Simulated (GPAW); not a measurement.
# PbI2 (P-3m1): one start, several treatments of the self-energy

Aim: compare treatments of exchange, screening and correlation for the gap of PbI2 (P-3m1).

Method: PBE and many-body steps on it, plane waves, in GPAW 26.7.0.

## (1) Starting point

The structure is trigonal, space group P-3m1 (No. 164). Conventional cell: a = 4.555 Å, b = 4.555 Å, c = 6.977 Å, α = 90.00°, β = 90.00°, γ = 120.00°. Pb has 6 I at 3.21 Å nearest. Nearest to I lie 3 Pb at 3.21 Å. Farther neighbours and most contacts between anions are not listed.

Coordinates:

```xyz
3
Lattice="4.5550 0.0000 0.0000 -2.2775 3.9447 0.0000 0.0000 0.0000 6.9770" Properties=species:S:1:pos:R:3 pbc="T T T"
Pb    0.0000    0.0000    0.0000
I     0.0000    2.6298    1.8489
I     2.2775    1.3149    5.1281
```

The cell and positions come from the Crystallography Open Database and are kept as given unless a step says otherwise. Spin-orbit coupling is left out unless a step names it.

## (2) Empty states on the mesh, 3×3×4 mesh, 294 bands

This step: GPAW 26.7.0; DFT, PBE, plane waves, PAW.

The sums over transitions need many empty states on a uniform mesh; this step solves for them.

File run.py:

```python
import json
import numpy as np
from gpaw.mpi import world
from gpaw import GPAW

calc = GPAW('gs.gpw').fixed_density(kpts={'size': (3, 3, 4), 'gamma': True},
    parallel={'domain': 1, 'band': 1},
    txt='nscf.txt')
calc.diagonalize_full_hamiltonian(nbands=294)
calc.write('full.gpw', mode='all')
res = {}
kpts = calc.get_ibz_k_points()
res['kpts'] = kpts
res['eigenvalues'] = [calc.get_eigenvalues(kpt=k) for k in range(len(kpts))]
res['n_electrons'] = calc.get_number_of_electrons()

if world.rank == 0:
    with open('result.json', 'w') as f:
        json.dump(res, f, default=lambda x: x.tolist())
```

The run is started by

```
mpirun -n 4 gpaw python run.py
```

Numbers of over 12 decimals in the logs are rounded to 6 here.

The log of the run:

```text
Diagonalizing LCAO Hamiltonian
Converting LCAO to pw mode
convergence criteria:
- Maximum integral of absolute [eigenst]ate change: 4e-08 eV^2 / valence electron
maximum number of iterations: 100

SCF iterations
|iter     |     time |      energy | eigst |  dens |
|iter:   1|  |             | +1.09 |       |
|iter:   2|  |             | -0.02 |       |
|iter:   3|  |             | -1.21 |       |
[...]
|iter:   9|  |             | -6.43 |       |
|iter:  10|  |             | -7.19 |       |
|iter:  11|  |             | -7.81c|       |
SCF steps: 11
  __  _  _
 | _ |_)|_||  |
 |__||  | ||/\| - 26.7.0

Input parameters:
  mode=PW(ecut=450.000000),
  convergence={'density': 1e-06, 'bands': -3},
  gpts=array([24, 24, 35]),
  kpts=MonkhorstPack(size=(3, 3, 4), gamma=True),
  maxiter=100,
  nbands=21,
  occupations=Occupations(name='fermi-dirac', width=0.001, fixmagmom=False),
  parallel={'domain': 1, 'band': 1},
  xc=XC(name='PBE')
Matrix size: 2712x2712
# Writing to full.gpw (mode='all')
  [... matrices ...]

timing:  # [seconds]
  Total: 34.413  # ━━━━━━━━━━━━━━━━━━━━━━━━━━━━━━━━━━━━━━━━━━━━━━━━━━━━━━━━━━
```

Run time: 39 s. Hardware: 4 MPI ranks of Intel Xeon Platinum 8375C at 2.90GHz (Ice Lake), shared host; peak memory 3.1 GiB; 2.6 min of CPU time.

Numbers from this step:

```yaml
gap: 2.196 eV
k_of_the_valence_top: 0, 0, 0.5
k_of_the_conduction_bottom: 0, 0, 0.5
least_direct_gap: 2.196 eV
k_points_computed: 10
lowest_point_of_the_top_converged_band_above_the_valence_top: 91.7737 eV
```

On this mesh the gap is 2.196 eV.

## (3) G0W0, Godby-Needs plasmon pole

G0W0 replaces the xc potential by the self-energy, built once from these orbitals. Only a window of levels is corrected, while the sums run over the empty bands that the input names.

This step: G0W0 on PBE, plane waves, PAW.

File run.py:

```python
import json
import numpy as np
from gpaw.mpi import world
from gpaw.response.g0w0 import G0W0

gw = G0W0('full.gpw',
    filename='gw',
    kpts=[0, 2],
    bands=(12, 16),
    ecut=100,
    nbands=284,
    integrate_gamma='WS',
    ppa=True)
gw.calculate()
res = {mode: {k: v for k, v in r.items() if k != 'sigma_eskwn'}
       for mode, r in gw.all_results.items()}

if world.rank == 0:
    with open('result.json', 'w') as f:
        json.dump(res, f, default=lambda x: x.tolist())
```

The run is started by

```
mpirun -n 4 gpaw python run.py
```

The log of the run:

```text
Using integrator: PointIntegrator
FrequencyGridDescriptor(from 0.000+0.000j to 0.000+27.211j eV, 2 points)
Nonperiodic BCs:  [False False False]
Using integrator: PointIntegrator
FrequencyGridDescriptor(from 0.000+0.000j to 0.000+27.211j eV, 2 points)
Nonperiodic BCs:  [False False False]
  ___  _ _ _
 |   || | | |
 | | || | | |
 |__ ||_____|
 |___|

BZ k-points: Symmetries present (total): 12

  [... matrices ...]
36 k-points: 3 x 3 x 4 Monkhorst-Pack grid + [0.000000,0.000000,1/8]
10 k-points in the irreducible part of the Brillouin zone
       k-points in crystal coordinates                weights
   0:     0.00000000    0.00000000    0.00000000          1/36
   1:     0.00000000    0.00000000    0.25000000          2/36
   2:     0.00000000    0.00000000    0.50000000          1/36
   3:     0.33333333    0.00000000   -0.25000000          6/36
   4:     0.33333333    0.00000000    0.00000000          6/36
   5:     0.33333333    0.00000000    0.25000000          6/36
   6:     0.33333333    0.00000000    0.50000000          6/36
   7:     0.33333333    0.33333333    0.00000000          2/36
   8:     0.33333333    0.33333333    0.25000000          4/36
   9:     0.33333333    0.33333333    0.50000000          2/36

Distributing spins, k-points and bands (1 x 2 x 4) over 4 processes
Number of blocks: 1

Quasi particle states:
k-points (IBZ indices): [0, 2]
Band range: (12, 16)
  [... matrices ...]
Computational parameters:
Plane wave cut-off: 100 eV
Number of bands: 284
Coulomb cutoff: None
Broadening: 0.1 eV

fxc modes: GW
Kernel: RPA
Using Godby-Needs plasmon-pole approximation:
  Fitting energy: i*E0, E0 = 1.000 Hartree
Summing all q:

Calculating screened Coulomb potential
No Coulomb truncation
FrequencyGridDescriptor(from 0.000+0.000j to 0.000+27.211j eV, 2 points)
Removing empty qpoint cache files...

Calculating chi0 body with:
    Ground state adapter containing:
    Number of spins: 1
    Number of kpoints: 36
    Number of irreducible kpoints: 10
    Number of completely occupied states: 14
    Number of partially occupied states: 14
    Occupied states memory: 4.306640625 M / cpu

    Linear response parametrization:
    q_c: [0.0, 0.0, 0.0]
    Number of frequency points: 2
    Planewave cutoff: 100.0
    Number of bands: 284
    Number of planewaves: 299
    Broadening (eta): 1e-06
    comm.size: 4
    kncomm.size: 4
    blockcomm.size: 1

    Memory estimate of potentially large arrays:
        chi0_wGG: 2.728302 M / cpu
Integrating chi0 body.

Symmetries of q_c:
    Direct symmetries (Uq -> q): 12
    Indirect symmetries (TUq -> q): 0
In total 12 allowed symmetries.

  [... matrices ...]
10 groups of equivalent kpoints. 72.222222% reduction.

Integral kind: response function
Integrating chi0 head and wings.

Symmetries of q_c:
    Direct symmetries (Uq -> q): 12
    Indirect symmetries (TUq -> q): 0
In total 12 allowed symmetries.

  [... matrices ...]
10 groups of equivalent kpoints. 72.222222% reduction.

Integral kind: response function wings

Calculating chi0 body with:
    Ground state adapter containing:
    Number of spins: 1
    Number of kpoints: 36
    Number of irreducible kpoints: 10
    Number of completely occupied states: 14
    Number of partially occupied states: 14
    Occupied states memory: 4.306640625 M / cpu

[... the further q-points ...]

Results:
f:      Occupation numbers
eps:     KS-eigenvalues [eV]
vxc:     KS vxc [eV]
exx:     Exact exchange [eV]
sigma:   Self-energies [eV]
dsigma:  Self-energy derivatives
Z:       Renormalization factors
qp:      QP-energies [eV]

k-point 0 (0): (0.000, 0.000, 0.000)                GW
band       f     eps     vxc     exx   sigma  dsigma       Z      qp
                                                                   GW
  12   1.000   1.761 -14.513 -17.400   1.857  -0.273   0.785   0.952
  13   1.000   1.986 -14.620 -17.270   1.746  -0.272   0.786   1.276
  14   0.000   5.152 -11.101  -7.428  -3.328  -0.231   0.812   5.433
  15   0.000   6.051 -12.349  -8.498  -3.384  -0.238   0.808   6.428

k-point 1 (2): (0.000, 0.000, 0.500)                GW
band       f     eps     vxc     exx   sigma  dsigma       Z      qp
                                                                   GW
  12   1.000   1.938 -14.719 -17.517   1.801  -0.268   0.789   1.152
  13   1.000   2.718 -15.313 -17.194   1.147  -0.257   0.796   2.134
  14   0.000   4.914 -10.973  -7.319  -3.320  -0.227   0.815   5.187
  15   0.000   5.860 -12.015  -8.258  -3.332  -0.235   0.810   6.205
```

Elapsed: 2.2 min, on 4 MPI ranks; peak memory 1.6 GiB; 8.8 min of CPU time.

Numbers from this step:

```
G0W0 gap on the points computed              : 3.053 eV
least direct G0W0 gap on the computed points : 3.053 eV
Z at the valence top                         : 0.7958
Z at the conduction bottom                   : 0.8152
starting gap on the mesh                     : 2.196 eV
k of the valence top                         : 0, 0, 0.5
k of the conduction bottom                   : 0, 0, 0.5
```

The gap on the mesh goes from 2.20 eV to 3.05 eV, a correction of +0.86 eV.

## (4) G0W0, full frequency, Hilbert transform

Changes to run.py since step 3:

```diff
@@ -12,3 +12,5 @@
     integrate_gamma='WS',
-    ppa=True)
+    frequencies={'type': 'nonlinear', 'domega0': 0.1, 'omega2': 15.0},
+    eta=0.1,
+    nblocksmax=True)
 gw.calculate()
```

The run is started by

```
mpirun -n 4 gpaw python run.py
```

The log of the run:

```text
Using integrator: PointIntegrator
NonLinearFrequencyDescriptor(from 0.000 to 107.687 eV, 272 points)
Nonperiodic BCs:  [False False False]
Using integrator: PointIntegrator
NonLinearFrequencyDescriptor(from 0.000 to 107.687 eV, 272 points)
Nonperiodic BCs:  [False False False]
  ___  _ _ _
 |   || | | |
 | | || | | |
 |__ ||_____|
 |___|

BZ k-points: Symmetries present (total): 12

  [... matrices ...]
36 k-points: 3 x 3 x 4 Monkhorst-Pack grid + [0.000000,0.000000,1/8]
10 k-points in the irreducible part of the Brillouin zone
       k-points in crystal coordinates                weights
   0:     0.00000000    0.00000000    0.00000000          1/36
   1:     0.00000000    0.00000000    0.25000000          2/36
   2:     0.00000000    0.00000000    0.50000000          1/36
[...]
8:     0.33333333    0.33333333    0.25000000          4/36
   9:     0.33333333    0.33333333    0.50000000          2/36

Distributing spins, k-points and bands (1 x 2 x 4) over 1 process
Number of blocks: 4

Quasi particle states:
k-points (IBZ indices): [0, 2]
Band range: (12, 16)
  [... matrices ...]
Computational parameters:
Plane wave cut-off: 100 eV
Number of bands: 284
Coulomb cutoff: None
Broadening: 0.1 eV

fxc modes: GW
Kernel: RPA
Using full-frequency real axis integration
Summing all q:

Calculating screened Coulomb potential
No Coulomb truncation
NonLinearFrequencyDescriptor(from 0.000 to 107.687 eV, 272 points)
Removing empty qpoint cache files...

Calculating chi0 body with:
    Ground state adapter containing:
    Number of spins: 1
    Number of kpoints: 36
    Number of irreducible kpoints: 10
    Number of completely occupied states: 14
    Number of partially occupied states: 14
    Occupied states memory: 4.306640625 M / cpu

    Linear response parametrization:
    q_c: [0.0, 0.0, 0.0]
    Number of frequency points: 272
    Planewave cutoff: 100.0
    Number of bands: 284
    Number of planewaves: 299
    Broadening (eta): 0.1
    comm.size: 4
    kncomm.size: 1
    blockcomm.size: 4

    Memory estimate of potentially large arrays:
        chi0_wGG: 92.762268 M / cpu
Integrating chi0 body.

Symmetries of q_c:
    Direct symmetries (Uq -> q): 12
    Indirect symmetries (TUq -> q): 0
In total 12 allowed symmetries.

  [... matrices ...]
10 groups of equivalent kpoints. 72.222222% reduction.

Integral kind: spectral function
Integrating chi0 head and wings.

Symmetries of q_c:
    Direct symmetries (Uq -> q): 12
    Indirect symmetries (TUq -> q): 0
In total 12 allowed symmetries.

  [... matrices ...]
10 groups of equivalent kpoints. 72.222222% reduction.

Integral kind: spectral function wings

Calculating chi0 body with:
    Ground state adapter containing:
    Number of spins: 1
    Number of kpoints: 36
    Number of irreducible kpoints: 10
    Number of completely occupied states: 14
    Number of partially occupied states: 14
[... the further q-points ...]

Results:
f:      Occupation numbers
eps:     KS-eigenvalues [eV]
vxc:     KS vxc [eV]
exx:     Exact exchange [eV]
sigma:   Self-energies [eV]
dsigma:  Self-energy derivatives
Z:       Renormalization factors
qp:      QP-energies [eV]

k-point 0 (0): (0.000, 0.000, 0.000)                GW
band       f     eps     vxc     exx   sigma  dsigma       Z      qp
                                                                   GW
  12   1.000   1.761 -14.513 -17.400   1.871  -0.342   0.745   1.004
  13   1.000   1.986 -14.620 -17.270   1.756  -0.340   0.746   1.319
  14   0.000   5.152 -11.101  -7.428  -3.312  -0.277   0.783   5.435
[...]
k-point 1 (2): (0.000, 0.000, 0.500)                GW
band       f     eps     vxc     exx   sigma  dsigma       Z      qp
                                                                   GW
[...]
14   0.000   4.914 -10.973  -7.319  -3.298  -0.258   0.795   5.197
  15   0.000   5.860 -12.015  -8.258  -3.327  -0.273   0.785   6.198
```

Elapsed: 4 min, on 4 MPI ranks; peak memory 2.9 GiB; 16 min of CPU time.

Numbers from this step:

```
G0W0 gap on the points computed              : 3.059 eV
least direct G0W0 gap on the computed points : 3.059 eV
Z at the valence top                         : 0.7678
Z at the conduction bottom                   : 0.7952
starting gap on the mesh                     : 2.196 eV
k of the valence top                         : 0, 0, 0.5
k of the conduction bottom                   : 0, 0, 0.5
```

Against G0W0 in GPAW (3×3×4 mesh, 284 bands, screening to 100 eV, Godby-Needs plasmon pole), the gap moves by +0.006 eV.

## (5) G0W0, multipole

Changes to run.py since step 4:

```diff
@@ -12,5 +12,3 @@
     integrate_gamma='WS',
-    frequencies={'type': 'nonlinear', 'domega0': 0.1, 'omega2': 15.0},
-    eta=0.1,
-    nblocksmax=True)
+    mpa={'npoles': 4, 'wrange': [0, 40], 'varpi': 20.0, 'eta0': 0.01, 'eta_rest': 1.0, 'alpha': 1})
 gw.calculate()
```

The run is started by

```
mpirun -n 4 gpaw python run.py
```

The log of the run:

```text
Using integrator: PointIntegrator
FrequencyGridDescriptor(from 0.000+0.010j to 40.000+20.000j eV, 8 points)
Nonperiodic BCs:  [False False False]
Using integrator: PointIntegrator
FrequencyGridDescriptor(from 0.000+0.010j to 40.000+20.000j eV, 8 points)
Nonperiodic BCs:  [False False False]
  ___  _ _ _
 |   || | | |
 | | || | | |
 |__ ||_____|
 |___|

BZ k-points: Symmetries present (total): 12

  [... matrices ...]
36 k-points: 3 x 3 x 4 Monkhorst-Pack grid + [0.000000,0.000000,1/8]
10 k-points in the irreducible part of the Brillouin zone
[...]
GW
  12   1.000   1.761 -14.513 -17.400   1.852  -0.328   0.753   0.982
  13   1.000   1.986 -14.620 -17.270   1.733  -0.329   0.753   1.296
  14   0.000   5.152 -11.101  -7.428  -3.287  -0.262   0.792   5.458
[...]
k-point 1 (2): (0.000, 0.000, 0.500)                GW
band       f     eps     vxc     exx   sigma  dsigma       Z      qp
                                                                   GW
[...]
14   0.000   4.914 -10.973  -7.319  -3.274  -0.256   0.796   5.216
  15   0.000   5.860 -12.015  -8.258  -3.320  -0.274   0.785   6.204
```

It took 4.6 min on 4 MPI ranks; peak memory 1.8 GiB.

Numbers from this step:

```
G0W0 gap on the points computed              : 3.078 eV
least direct G0W0 gap on the computed points : 3.078 eV
starting gap on the mesh                     : 2.196 eV
k of the valence top                         : 0, 0, 0.5
k of the conduction bottom                   : 0, 0, 0.5
```

Against G0W0 in GPAW (3×3×4 mesh, 284 bands, screening to 100 eV, Godby-Needs plasmon pole), the gap moves by +0.026 eV.

## (6) The runs together

Times are wall times on 4 MPI ranks of Intel Xeon Platinum 8375C at 2.90GHz (Ice Lake), shared host, good to a factor of about two.

| run | mesh | bands | screening cutoff (eV) | DFT gap (eV) | gap on the mesh (eV) | direct (eV) | time |
| --- | --- | --- | --- | --- | --- | --- | --- |
| G0W0, Godby-Needs plasmon pole | 3×3×4 | 284 | 100 | 2.196 | 3.053 | 3.053 | 2.2 min |
| G0W0, full frequency, Hilbert transform | 3×3×4 | 284 | 100 | 2.196 | 3.059 | 3.059 | 4 min |
| G0W0, multipole | 3×3×4 | 284 | 100 | 2.196 | 3.078 | 3.078 | 4.6 min |

## (7) Summary of results

```yaml
g0w0_godby_needs_plasmon_pole: 3.053 eV
g0w0_full_frequency_hilbert_transform: 3.059 eV
g0w0_multipole: 3.078 eV
known_limits: not at the basis limit; no spin-orbit coupling; coarse k mesh
```

**Reading.** G0W0, full frequency, Hilbert transform: +0.006 eV against G0W0, Godby-Needs plasmon pole. G0W0, multipole: +0.026 eV against G0W0, Godby-Needs plasmon pole. Bands and cutoff are finite, so the gap is not at the basis limit. The miss can reach some tenths of an eV and take either sign; the mesh is an error of its own. These stock PAW sets were not made for GW; the filled d or f shell of I lies in the frozen core, which bears on start and correction. In the G0W0 runs levels were corrected at 2 k points alone, so a gap called «on the mesh» is the least over those, and an edge elsewhere would be missed. The 3×3×4 mesh is coarse for this cell, which bears on the long-range parts of exchange and screening. Where an edge is built on 6p states of lead, bismuth or thallium, scalar-relativistic gaps usually stand too wide, by a few tenths to over one eV. The many-body steps are scalar-relativistic: spin-orbit coupling is not in them.

[Paths, hosts, dates, memory and timing lines, banners, echoed tables and standing remarks are left out of the program output.]

[Logs are printed without paths, hosts, clocks, repeated set-up lines and the standing remarks that a program may print on its own settings, such as how far it seeks lower states.]

[Runs of the session that timed out or met a known fault of the program may be left out.]

[Hosts, paths, dates, database ids (printed as entryN), source tags and the programs' standing remarks are cut or masked in the printed files.]
